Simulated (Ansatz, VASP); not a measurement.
# TiClO: VASP beside Ansatz, part 2 of 2

Wanted: the spread between two codes on one cell, functional and k mesh. The cell is taken from a series of VASP runs on this material, whose earlier steps may have relaxed, scaled or displaced it; both programs get it as it stands.

VASP 6.6.1 and Ansatz 0.2.0.

So far: Starting point; VASP: relaxation of cell and atoms, LDA.

### 3. Ansatz: relaxation of cell and atoms, LDA

Level of this step: Ansatz beside VASP: Kohn-Sham DFT, plane waves, LDA (Ansatz).

Ansatz runs on its default PAW (the set named soft_2) files.

The same cell, functional (in two slightly different forms), mesh and smearing now go to Ansatz, which takes its cutoff from its data sets.

Contents of input.yaml:

```yaml
crystal:
  lattice:
    - [3.178922817, 0.0, 0.0]
    - [0.0, 3.9397156516, 0.0]
    - [0.0, 0.0, 7.251520308]
  atoms:
    - { symbol: Ti, position: [0.5, 0.0, 0.0938441699] }
    - { symbol: Ti, position: [0.0, 0.5, 0.9061558301] }
    - { symbol: Cl, position: [0.0, 0.0, 0.3368177574] }
    - { symbol: Cl, position: [0.5, 0.5, 0.6631822426] }
    - { symbol: O, position: [0.5, 0.5, 0.0837189864] }
    - { symbol: O, position: [0.0, 0.0, 0.9162810136] }
hamiltonian:
  xc: lda
  pseudopotentials: { kind: paw }
kpoints:
  mp_grid: { grid: [10, 10, 6] }
scf:
  occupations: { method: methfessel_paxton, width: 0.15 }
relax:
  f_tol: 0.01
  max_steps: 60
  cell: { stress_tol: 0.05 }
output:
  forces: true
  stress: true
```

Run with:

```bash
$ ansatz run input.yaml --threads 4 --pin off --max-ram 9216MiB --backend cpu --events-out ev --progress --plain --runs-dir out
```

Numbers of over 12 decimals in the logs are rounded to 6 here.

The program printed:

```text
Engine: ansatz 0.2.0, x86_64-unknown-linux-gnu
Pseudopotentials: kind: paw
Pseudopotential: Ti, paw, valence charge 12, recommended cutoff 420 eV (normal), Ti.paw.azcp
Pseudopotential: Cl, paw, valence charge 7, recommended cutoff 420 eV (normal), Cl.paw.azcp
Pseudopotential: O, paw, valence charge 6, recommended cutoff 420 eV (normal), O.paw.azcp
Functional definition: SPW92
  exchange = slater_x
  correlation = pw_c
Crystal: 6 atoms, lattice volume = 90.818 Å³
Basis set: ecut = 420 eV, 1791 PW (Γ)
Bands: 31, of which v1, the nominal top of the filled ones, is band 25 counted from 1 (24 counted from 0)
Symmetry: 8 space group operations
Space group: Pmmn (ITA 59), of the structure as read, at distance tolerance 4.5e-5 Å
k-points: 144 of 600
Non-local potential: Ti, projectors of the file, l = 0: 3, l = 1: 2, l = 2: 3, l = 3: 1
Non-local potential: Cl, projectors of the file, l = 0: 2, l = 1: 2, l = 2: 2
Non-local potential: O, projectors of the file, l = 0: 2, l = 1: 2, l = 2: 1
PAW form: soft (Blöchl's): semilocal exchange-correlation on the pseudo side does not see the compensation charge
PAW frozen core: Ti, regenerated for the run's functional, and the local potential with it (the file was generated under x = pbe(κ = 0.804, μ = 0.219515), c = pbe(β = 0.066725))
PAW frozen core: Cl, regenerated for the run's functional, and the local potential with it (the file was generated under x = pbe(κ = 0.804, μ = 0.219515), c = pbe(β = 0.066725))
PAW frozen core: O, regenerated for the run's functional, and the local potential with it (the file was generated under x = pbe(κ = 0.804, μ = 0.219515), c = pbe(β = 0.066725))
PAW one-centre angular grid: Ti, 590 points (default); XC on 64 Gauss nodes
PAW one-centre angular grid: Cl, 110 points (default); XC on 64 Gauss nodes
PAW one-centre angular grid: O, 110 points (default); XC on 64 Gauss nodes
Initial density: superposition of atomic densities (neutral atoms: chi_scale 0, normalization atom), corrected by the library's trained network
Initial wavefunctions: pseudopotential atomic-orbital guess
Functional: x = slater, c = lda
SCF iter   1: F=—  HF=-8108.842493 eV  |F-HF|=—  |Δ(HF+E_count)|=         —  Δρ=1.31e-2  dr2=1.48e-1  ethr=1.77e-3  ⟨swp⟩=5.6  Hψ=19282  notcnv=0
preconditioner: auto → LDOS  [metal: Δε(μ)=0.014 eV  Ē_g=9.243 eV  σ=0.150 eV  W_gap=0.08  n_scr=20 (ndim 8)  ℏωp=22.7 eV  f_vac=0.081  D(μ)=2.28/eV (n_scr^D=12)  β→1.0]
SCF iter   2: F=—  HF=-8108.825783 eV  |F-HF|=—  |Δ(HF+E_count)|=   1.67e-2  S|Δr|=    0.00e0  Δρ=1.02e-2  dr2=8.25e-2  ethr=2.96e-4  ⟨swp⟩=2.0  Hψ=8840  notcnv=0  defer=88
SCF iter   3: F=—  HF=-8108.803780 eV  |F-HF|=—  |Δ(HF+E_count)|=   2.20e-2  S|Δr|=    0.00e0  Δρ=1.08e-3  dr2=1.28e-3  ethr=1.65e-4  ⟨swp⟩=2.0  Hψ=7061  notcnv=0  defer=88
SCF iter   4: F=—  HF=-8108.803539 eV  |F-HF|=—  |Δ(HF+E_count)|=   2.41e-4  S|Δr|=    0.00e0  Δρ=2.68e-4  dr2=1.09e-4  ethr=2.55e-6  ⟨swp⟩=2.0  Hψ=6369  notcnv=0  defer=88
SCF iter   5: F=—  HF=-8108.803505 eV  |F-HF|=—  |Δ(HF+E_count)|=   3.43e-5  S|Δr|=    0.00e0  Δρ=5.93e-5  dr2=2.03e-6  ethr=2.18e-7  ⟨swp⟩=2.0  Hψ=6506  notcnv=0  defer=88
SCF iter   6: F=—  HF=-8108.803505 eV  |F-HF|=—  |Δ(HF+E_count)|=   1.62e-7  S|Δr|=    0.00e0  Δρ=1.60e-5  dr2=2.57e-7  ethr=4.06e-9  ⟨swp⟩=2.3  Hψ=7272  notcnv=0  defer=88
SCF iter   7: F=-8108.803505 eV  HF=-8108.803505 eV  |F-HF|=7.54e-10  |Δ(HF+E_count)|=   2.81e-8  S|Δr|=    0.00e0  Δρ=5.41e-6  dr2=1.44e-8  ethr=2.00e-10  ⟨swp⟩=4.2  Hψ=14779  notcnv=0
SCF 1 converged in 7 iterations: F = -8108.803505 eV  dr2 = 1.44e-8
  greatest PAW one-centre occupation: 0.999 electrons in one spin orbital (limit 2), on the Ti atom at site 1 (counted from 0), in its partial waves of l = 0
relax step   1: F+E_penalty+E_count = -8108.80350482 eV  Δ(F+E_penalty+E_count) = +0.000e0 eV  max|allowed force component| = 5.979e-2 eV/Å  Δτ_max = 0.0000 Å  P = -0.445 GPa  Ω = 90.818 Å³  (7 SCF iters, dr2 threshold 1.00e-7 eV, accepted)
[...]
relax step   2: F+E_penalty+E_count = -8108.80365077 eV  Δ(F+E_penalty+E_count) = -1.460e-4 eV  max|allowed force component| = 3.847e-2 eV/Å  Δτ_max = 0.0125 Å  P = -0.140 GPa  Ω = 91.049 Å³  energy of the carried Pulay correction = -5.224e-4 eV  (5 SCF iters, dr2 threshold 6.00e-7 eV, accepted)
[...]
relax step   3: F+E_penalty+E_count = -8108.80420949 eV  Δ(F+E_penalty+E_count) = -5.587e-4 eV  max|allowed force component| = 6.837e-3 eV/Å  Δτ_max = 0.0031 Å  P = +0.061 GPa  Ω = 90.854 Å³  energy of the carried Pulay correction = -8.150e-5 eV  (5 SCF iters, dr2 threshold 1.50e-7 eV, accepted)
[...]
relax step   4: F+E_penalty+E_count = -8108.80410946 eV  Δ(F+E_penalty+E_count) = +1.000e-4 eV  max|allowed force component| = 7.894e-3 eV/Å  Δτ_max = 0.0008 Å  P = +0.023 GPa  Ω = 90.906 Å³  energy of the carried Pulay correction = -1.986e-4 eV  (4 SCF iters, dr2 threshold 2.18e-8 eV, accepted)
[...]
relax step   5: F+E_penalty+E_count = -8108.80435946 eV  Δ(F+E_penalty+E_count) = -2.500e-4 eV  max|allowed force component| = 7.880e-3 eV/Å  Δτ_max = 0.0000 Å  P = +0.027 GPa  Ω = 90.906 Å³  stress off target by 4.35e-2 GPa  SCF on the basis re-selected at this cell (its energy is not comparable with the rows above)  (5 SCF iters)
basis re-selected at this cell: Δ(F+E_penalty+E_count) = -2.500e-4 eV, ΔP = +0.004 GPa vs the last step (what re-selecting the basis moved, of the pressure what is left beyond the Pulay correction that the steps carried, after the strain that the cell walked since its last selection, with what the two solves' SCF thresholds leave and, on support functions, any second-order correction that the steps lacked; it is no m [...]
SCF converged after 5 iterations
Stability not checked: this state was not tested for a lower state beside it, because cold or Methfessel-Paxton smearing, or corrected tetrahedra, fill the levels in a way that the test cannot read (fill_not_monotonic; see scf.lower_state_search)
Free energy (F): -8108.804359 eV
Harris-Foulkes:  -8108.804359 eV  (|F-HF|=3.64e-11)
Internal energy: -8108.805439 eV  (E = F + TS)
E sigma→0 (E₀):  -8108.804629 eV
Entropy (-TS):   0.001080 eV (0.180 meV/atom)
Fermi energy:    8.725928 eV
Step filling:    the computed levels leave a gap of 0.0128 eV = 0.1 smearing widths at the electron count; against every level under it full and every level over it empty, smearing changes F+E_penalty+E_count by -0.714 meV and its σ→0 estimate by -0.984 meV
--- Per-component energies (eV) ---
  E_band       = -472.998147
  E_kinetic    = 1222.070738
  E_local      = -5090.836970  (includes V_loc(G=0)·N_el)
  E_nonlocal   = 180.978639
  E_hartree    = 2151.148533
  E_xc         = -553.220329
  E_vxc        = -676.682662  (∫ρ·V_xc dr)
  E_paw        = -3541.404651  (= ΣΔE_a)
  E_vpaw       = -410.830205  (= ΣTr[D̂ρ^β])
  E_aug_tail   = 0.005465  (compensation charges beyond the density's cutoff)
  E_ewald      = -2478.773592
  E_core_change = 1.226727  (= ΣΔE_core)
  E_smearing   = 0.001080  (= −TS)
  E_closure    = -0.000000  (closes the sum)
  Σ components = -8108.804359   (vs F -8108.804359, Δ=0.00e0)
--- Forces (eV/Å), atoms counted from 1 ---
  atom   1  Ti     0.00000000     0.00000000    -0.00787973
  atom   2  Ti     0.00000000     0.00000000     0.00787973
  atom   3  Cl     0.00000000     0.00000000     0.00433621
  atom   4  Cl     0.00000000     0.00000000    -0.00433621
  atom   5  O      0.00000000     0.00000000    -0.00161992
  atom   6  O      0.00000000     0.00000000     0.00161992
  max |Σ_I F_I| component: 0.00e0 eV/Å
--- Stress (GPa, compression-positive) ---
        0.032055       0.000000       0.000000
        0.000000       0.004642       0.000000
        0.000000       0.000000       0.043493
  P = ⅓ Tr σ = 0.0267 GPa (0.267 kbar)
--- Relaxed structure (4 steps of the walk, 4 accepted, 1 SCFs on fresh bases) ---
  F+E_penalty+E_count = -8108.80435946 eV   max|allowed force component| = 7.880e-3 eV/Å   (the final SCF, on the basis selected at the relaxed cell)
  cell:  # Å, volume = 90.9059 Å³
    - [3.177441, 0.0, 0.0]
    - [0.0, 3.933992, 0.0]
    - [0.0, 0.0, 7.272459]
  atoms:
    - { symbol: Ti, position: [0.5, 0.0, 0.093091] }
    - { symbol: Ti, position: [0.0, 0.5, 0.906909] }
    - { symbol: Cl, position: [0.0, 0.0, 0.335406] }
    - { symbol: Cl, position: [0.5, 0.5, 0.664594] }
    - { symbol: O, position: [0.5, 0.5, 0.083206] }
    - { symbol: O, position: [0.0, 0.0, 0.916794] }
```

The job ended after 19 s (4 threads of Intel Xeon at 2.60GHz (Ice Lake), shared host; peak memory 0.69 GiB; 70 s of CPU time).

### 4. Comparison

Known differences besides the potentials themselves: the two LDA forms differ slightly; both relaxations stop at a tolerance, which leaves soft axes loose, and VASP keeps its plane-wave basis; the cutoff is 420 eV in Ansatz and 520 eV in VASP; VASP's log shows a relativistic correction to its local exchange, Ansatz's none; Ansatz adds a Pulay correction to the stress that steers its cell, VASP none. Total energies have different zeros and are not compared.

Compared:

```csv
quantity,Ansatz,VASP,difference
volume (Å³),90.91,90.84,+0.07 %
"edge a after relaxation, in the typed setting (Å)",3.177,3.179,-0.05 %
"edge b after relaxation, in the typed setting (Å)",3.934,3.940,-0.16 %
"edge c after relaxation, in the typed setting (Å)",7.272,7.252,+0.28 %
```

The walks stopped with 0.03 GPa left in Ansatz and -0.01 GPa in VASP; each walk ends within a tolerance, so the volume difference is uncertain by about these residues over the bulk modulus, most in soft cells.

### 5. What came out

```yaml
difference_in_edge_c_after_relaxation_in_the_typed_setting_relaxation_of_cell_and_atoms_lda: 0.28 %
```

The difference in edge c after relaxation, in the typed setting is 0.28 % (relaxation of cell and atoms, LDA), within the 1.2 % picked in this series as the mark of a large difference, as far as the stopping tolerances let one tell. Such differences can come from data sets, numerical settings and the points named under the comparisons, not from the functional's error against experiment.

[Lines on the potential files, build, host, timing and source positions are cut from VASP's logs without a mark.]

[Logs are printed without paths, hosts, clocks, repeated set-up lines and the standing remarks that a program may print on its own settings, such as how far it seeks lower states.]

[Hosts, paths, dates, database ids (printed as entryN), source tags and the programs' standing remarks are cut or masked in the printed files.]
